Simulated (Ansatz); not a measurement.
Zn:

```
Zn
1.0
     0.00000    1.96478    1.96478
     1.96478    0.00000    1.96478
     1.96478    1.96478    0.00000
Zn
1
Direct
  0.00000 0.00000 0.00000
```

This isn't the form of Zn at room conditions, which is hcp.

Base run:

* Program: Ansatz 0.2.0
* Functional: PBEsol
* Potentials or basis: all-electron LAPW, non-relativistic
* Cutoff: 239 eV (chosen from the basis error)
* Basis error allowed: 0.001 eV/atom
* k mesh: 12 × 12 × 12
* Occupations: fermi-dirac, width 0.05 eV
* Spin: no spin polarisation

Its results: pressure -3.5 GPa.

Question: The run is repeated on the same cell with these changes: potentials or basis from all-electron LAPW, non-relativistic to all-electron LAPW, scalar-relativistic. What comes out?

Answer: Pressure -5.2 GPa.
